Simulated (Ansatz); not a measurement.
# H: pressure against volume

Aim: scale the cell of H up and down at fixed shape and fractional positions, and get the equilibrium volume and bulk modulus with LAPW, PAW and all-electron datasets made for the crystal.

Program: Ansatz 0.2.0. Level of theory: DFT PBE, scalar-relativistic. These are calculated values, not measurements.

1 further run of the same task is left out (set aside as unsound or not needed).

### 1 Starting point

The structure is cubic, space group Pm-3m (No. 221). Conventional cell: a = 1.457 Å, b = 1.457 Å, c = 1.457 Å, α = 90.00°, β = 90.00°, γ = 90.00°. H (site symmetry m-3m) is surrounded by 6 H at 1.46 Å.

Coordinates:

```
CELL_PARAMETERS angstrom
1.45687 0.00000 0.00000
0.00000 1.45687 0.00000
0.00000 0.00000 1.45687
ATOMIC_POSITIONS crystal
H 0.00000 0.00000 0.00000
```

The structure (sc type) was typed from a prototype and relaxed by PAW; whether it is the ground state wasn't tested.

### 2 Volume × 0.9405, LAPW

Input file input.yaml:

```yaml
crystal:
  lattice:
    - [1.4273794832, 0.0, 0.0]
    - [0.0, 1.4273794832, 0.0]
    - [0.0, 0.0, 1.4273794832]
  atoms:
    - { symbol: H, position: [0.0, 0.0, 0.0] }
kpoints:
  mp_grid: { grid: [16, 16, 16] }
scf:
  occupations: { method: fermi_dirac, width: 0.08 }
hamiltonian:
  xc: pbe
  pseudopotentials: { kind: all_electron, lapw: { basis_error: 0.001 } }
output:
  forces: true
  stress: true
  eigenvalues: true
```

Log (excerpt; [...] marks lines left out):

```text
LAPW: plane waves up to 8.821 Å⁻¹, error target 1.0e-3 eV per atom; small_component_spin mean_spin; H in spheres of 0.714 Å, 1 of its electrons in bands, Dirac shells []
[...]
Pseudopotentials: kind: all_electron
Pseudopotential: H, LAPW, valence charge 1, Koelling and Harmon's equation, gaussian nucleus
Functional definition: PBE
[...]
Crystal: 1 atoms, lattice volume = 2.908 Å³
Basis set: ecut = 296.4797526256398 eV, 33 PW (Γ), exchange–correlation at level 2
Bands: 5, of which v1, the nominal top of the filled ones, is band 1 counted from 1 (0 counted from 0)
Symmetry: 48 space group operations
Space group: Pm-3m (ITA 221), of the structure as read, at distance tolerance 1.4e-5 Å
k-points: 165 of 4096
[...]
SCF iter   1: F=—  HF=-14.777497 eV  |F-HF|=—  |Δ(HF+E_count)|=         —  Δρ=1.34e-2  dr2=2.17e-3  ethr=2.17e-4  ⟨swp⟩=3.0  Hψ=6641  notcnv=0
[...]
the basis was enlarged: its passes take 1.4 MiB over the memory plan, 1 of 1 planned eigensolver slots
SCF iter   5: F=-14.778563 eV  HF=-14.778563 eV  |F-HF|=8.06e-11  |Δ(HF+E_count)|=   4.84e-9  Δρ=1.02e-7  dr2=8.69e-14  ethr=6.31e-11  ⟨swp⟩=1.6  Hψ=1742  notcnv=0
[...]
SCF converged after 5 iterations
Free energy (F): -14.778563 eV
[...]
E sigma→0 (E₀):  -14.777410 eV
Entropy (-TS):   -0.002306 eV (-2.306 meV/atom)
Fermi energy:    3.372486 eV
[...]
--- Forces (eV/Å), atoms counted from 1 ---
  atom   1  H     -0.00000000     0.00000000     0.00000000
[...]
--- Stress (GPa, compression-positive) ---
        6.782936       0.000000      -0.000000
        0.000000       6.782936       0.000000
       -0.000000       0.000000       6.782936
  P = ⅓ Tr σ = 6.7829 GPa (67.829 kbar)
--- Band table (eV; the first three rows and the last of 165) ---
  k-point 0: bands = ["-12.8704", "51.4779", "63.0307", "63.0307", "63.0307"]
[...]
```

It took 1.9 s on 1 thread, shared host.

Read from it: pressure 6.78 GPa; no gap.

### 3 Volume × 0.9405, PAW

input.yaml, as its differences from that of step 2:

```diff
@@ -13,3 +13,3 @@
   xc: pbe
-  pseudopotentials: { kind: all_electron, lapw: { basis_error: 0.001 } }
+  pseudopotentials: { kind: paw }
 output:
@@ -18 +18,2 @@
   eigenvalues: true
+  efg: { contact_densities: true }
```

Log (excerpt; [...] marks lines left out):

```text
[...]
Pseudopotentials: kind: paw
Pseudopotential: H, paw, valence charge 1, recommended cutoff 420 eV (normal)
Functional definition: PBE
[...]
Crystal: 1 atoms, lattice volume = 2.908 Å³
Basis set: ecut = 420 eV, 57 PW (Γ), exchange–correlation on 20×20×20 points (8 copies of the dense FFT grid, shifted against one another)
Bands: 5, of which v1, the nominal top of the filled ones, is band 1 counted from 1 (0 counted from 0)
Symmetry: 48 space group operations
Space group: Pm-3m (ITA 221), of the structure as read, at distance tolerance 1.4e-5 Å
k-points: 165 of 4096
[...]
SCF iter   1: F=—  HF=-14.775789 eV  |F-HF|=—  |Δ(HF+E_count)|=         —  Δρ=3.67e-3  dr2=1.37e-4  ethr=1.77e-3  ⟨swp⟩=3.9  Hψ=6368  notcnv=0
[...]
SCF iter   6: F=-14.776379 eV  HF=-14.776379 eV  |F-HF|=2.52e-13  |Δ(HF+E_count)|=  1.68e-11  Δρ=1.07e-7  dr2=9.86e-14  ethr=2.01e-12  ⟨swp⟩=1.0  Hψ=2652  notcnv=0
[...]
SCF converged after 6 iterations
Free energy (F): -14.776379 eV
[...]
E sigma→0 (E₀):  -14.775228 eV
Entropy (-TS):   -0.002301 eV (-2.301 meV/atom)
Fermi energy:    3.379223 eV
[...]
--- Forces (eV/Å), atoms counted from 1 ---
  atom   1  H     -0.00000000     0.00000000     0.00000000
[...]
--- Stress (GPa, compression-positive) ---
        6.816471       0.000000      -0.000000
        0.000000       6.816471       0.000000
        0.000000       0.000000       6.816471
  P = ⅓ Tr σ = 6.8165 GPa (68.165 kbar)
--- PAW observables at the nuclei: V_zz in 10²¹ V/m², potentials from the cell's mean, atoms counted from 1 ---
  atom   1  H  V_zz =    -0.000000   η = 0.0000   by run symmetry: forbidden
            electrostatic potential = -34.633541 V   contact ρ = 2.266879 e/Å³
--- Band table (eV; the first three rows and the last of 165) ---
  k-point 0: bands = ["-12.8656", "51.5248", "63.0655", "63.0655", "63.0655"]
[...]
```

Run time: 0.68 s. Hardware: 1 thread, shared host.

Result: pressure 6.82 GPa; no gap.

### 4 Volume × 0.9405, crystal datasets

input.yaml, as its differences from that of step 3:

```diff
@@ -13,3 +13,3 @@
   xc: pbe
-  pseudopotentials: { kind: paw }
+  pseudopotentials: { kind: all_electron, datasets: crystal }
 output:
```

Log (excerpt; [...] marks lines left out):

```text
[...]
Pseudopotentials: kind: all_electron
Pseudopotential: H, paw, valence charge 1, recommended cutoff 380 eV (normal), Koelling and Harmon's equation, gaussian nucleus
Functional definition: PBE
[...]
Crystal: 1 atoms, lattice volume = 2.908 Å³
Basis set: ecut = 380 eV, 57 PW (Γ), exchange–correlation on 20×20×20 points (8 copies of the dense FFT grid, shifted against one another)
Bands: 5, of which v1, the nominal top of the filled ones, is band 1 counted from 1 (0 counted from 0)
Symmetry: 48 space group operations
Space group: Pm-3m (ITA 221), of the structure as read, at distance tolerance 1.4e-5 Å
k-points: 165 of 4096
[...]
SCF iter   1: F=—  HF=-14.770277 eV  |F-HF|=—  |Δ(HF+E_count)|=         —  Δρ=1.91e-2  dr2=4.42e-3  ethr=4.30e-4  ⟨swp⟩=2.1  Hψ=5144  notcnv=0
[...]
Past the cutoffs: a stress includes 0.0004 GPa for waves and charges beyond them, in addition to the slope of what the spheres take
In the spheres:  the bands' charges fall short by 1.4e-7 e at most (sound up to 1e-3)
Fermi energy:    3.372349 eV
[...]
  The terms above E_closure are by the made datasets' own strengths, without shells solved beside the bands.
--- Forces (eV/Å), atoms counted from 1 ---
  atom   1  H      0.00000000     0.00000000    -0.00000000
[...]
--- Stress (GPa, compression-positive) ---
        6.787835       0.000000       0.000000
        0.000000       6.787835       0.000000
        0.000000       0.000000       6.787835
  P = ⅓ Tr σ = 6.7878 GPa (67.878 kbar)
--- PAW observables at the nuclei: V_zz in 10²¹ V/m², potentials from the cell's mean, atoms counted from 1 ---
  atom   1  H  V_zz =    -0.000000   η = 0.0000   by run symmetry: forbidden
            electrostatic potential = -34.659474 V   contact ρ = 2.271462 e/Å³
--- Band table (eV; the first three rows and the last of 165) ---
  k-point 0: bands = ["-12.8704", "52.8077"]
[...]
```

Wall time 1.8 s (1 thread, shared host).

Read from it: pressure 6.79 GPa.

### 5 Volume × 0.98, LAPW

Input file input.yaml:

```yaml
crystal:
  lattice:
    - [1.4470888879, 0.0, 0.0]
    - [0.0, 1.4470888879, 0.0]
    - [0.0, 0.0, 1.4470888879]
  atoms:
    - { symbol: H, position: [0.0, 0.0, 0.0] }
kpoints:
  mp_grid: { grid: [16, 16, 16] }
scf:
  occupations: { method: fermi_dirac, width: 0.08 }
hamiltonian:
  xc: pbe
  pseudopotentials: { kind: all_electron, lapw: { basis_error: 0.001 } }
output:
  forces: true
  stress: true
  eigenvalues: true
```

Log (excerpt; [...] marks lines left out):

```text
LAPW: plane waves up to 8.717 Å⁻¹, error target 1.0e-3 eV per atom; small_component_spin mean_spin; H in spheres of 0.724 Å, 1 of its electrons in bands, Dirac shells []
[...]
Pseudopotentials: kind: all_electron
Pseudopotential: H, LAPW, valence charge 1, Koelling and Harmon's equation, gaussian nucleus
Functional definition: PBE
[...]
Crystal: 1 atoms, lattice volume = 3.030 Å³
Basis set: ecut = 289.4784939815087 eV, 33 PW (Γ), exchange–correlation at level 2
Bands: 5, of which v1, the nominal top of the filled ones, is band 1 counted from 1 (0 counted from 0)
Symmetry: 48 space group operations
Space group: Pm-3m (ITA 221), of the structure as read, at distance tolerance 1.4e-5 Å
k-points: 165 of 4096
[...]
SCF iter   1: F=—  HF=-14.780881 eV  |F-HF|=—  |Δ(HF+E_count)|=         —  Δρ=1.20e-2  dr2=1.87e-3  ethr=1.87e-4  ⟨swp⟩=3.0  Hψ=6683  notcnv=0
[...]
the basis was enlarged: its passes take 1.4 MiB over the memory plan, 1 of 1 planned eigensolver slots
SCF iter   5: F=-14.781869 eV  HF=-14.781869 eV  |F-HF|=8.41e-11  |Δ(HF+E_count)|=   5.01e-9  Δρ=9.99e-8  dr2=9.03e-14  ethr=6.54e-11  ⟨swp⟩=1.5  Hψ=1740  notcnv=0
[...]
SCF converged after 5 iterations
Free energy (F): -14.781869 eV
[...]
E sigma→0 (E₀):  -14.780684 eV
Entropy (-TS):   -0.002369 eV (-2.369 meV/atom)
Fermi energy:    3.019691 eV
[...]
--- Forces (eV/Å), atoms counted from 1 ---
  atom   1  H     -0.00000000     0.00000000    -0.00000000
[...]
--- Stress (GPa, compression-positive) ---
        2.017145       0.000000      -0.000000
        0.000000       2.017145       0.000000
       -0.000000       0.000000       2.017145
  P = ⅓ Tr σ = 2.0171 GPa (20.171 kbar)
--- Band table (eV; the first three rows and the last of 165) ---
  k-point 0: bands = ["-12.7302", "49.7252", "61.1731", "61.1731", "61.1731"]
[...]
```

It took 2 s on 1 thread, shared host.

Read from it: pressure 2.02 GPa; no gap.

### 6 Volume × 0.98, PAW

input.yaml, as its differences from that of step 5:

```diff
@@ -13,3 +13,3 @@
   xc: pbe
-  pseudopotentials: { kind: all_electron, lapw: { basis_error: 0.001 } }
+  pseudopotentials: { kind: paw }
 output:
@@ -18 +18,2 @@
   eigenvalues: true
+  efg: { contact_densities: true }
```

Log (excerpt; [...] marks lines left out):

```text
[...]
Pseudopotentials: kind: paw
Pseudopotential: H, paw, valence charge 1, recommended cutoff 420 eV (normal)
Functional definition: PBE
[...]
Crystal: 1 atoms, lattice volume = 3.030 Å³
Basis set: ecut = 420 eV, 57 PW (Γ), exchange–correlation on 20×20×20 points (8 copies of the dense FFT grid, shifted against one another)
Bands: 5, of which v1, the nominal top of the filled ones, is band 1 counted from 1 (0 counted from 0)
Symmetry: 48 space group operations
Space group: Pm-3m (ITA 221), of the structure as read, at distance tolerance 1.4e-5 Å
k-points: 165 of 4096
[...]
SCF iter   1: F=—  HF=-14.779147 eV  |F-HF|=—  |Δ(HF+E_count)|=         —  Δρ=4.19e-3  dr2=1.95e-4  ethr=1.77e-3  ⟨swp⟩=4.0  Hψ=6454  notcnv=0
[...]
SCF iter   6: F=-14.779729 eV  HF=-14.779729 eV  |F-HF|=1.73e-12  |Δ(HF+E_count)|=  1.48e-11  Δρ=2.42e-7  dr2=4.56e-13  ethr=1.10e-12  ⟨swp⟩=1.0  Hψ=2654  notcnv=0
[...]
SCF converged after 6 iterations
Free energy (F): -14.779729 eV
[...]
E sigma→0 (E₀):  -14.778543 eV
Entropy (-TS):   -0.002371 eV (-2.371 meV/atom)
Fermi energy:    3.026048 eV
[...]
--- Forces (eV/Å), atoms counted from 1 ---
  atom   1  H      0.00000000     0.00000000     0.00000000
[...]
--- Stress (GPa, compression-positive) ---
        2.048130      -0.000000       0.000000
        0.000000       2.048130       0.000000
       -0.000000       0.000000       2.048130
  P = ⅓ Tr σ = 2.0481 GPa (20.481 kbar)
--- PAW observables at the nuclei: V_zz in 10²¹ V/m², potentials from the cell's mean, atoms counted from 1 ---
  atom   1  H  V_zz =    -0.000000   η = 0.0000   by run symmetry: forbidden
            electrostatic potential = -34.304695 V   contact ρ = 2.236948 e/Å³
--- Band table (eV; the first three rows and the last of 165) ---
  k-point 0: bands = ["-12.7253", "49.7750", "61.2080", "61.2080", "61.2080"]
[...]
```

Run time: 0.69 s. Hardware: 1 thread, shared host.

This run gives: pressure 2.05 GPa; no gap.

[end of part 1 of 2]
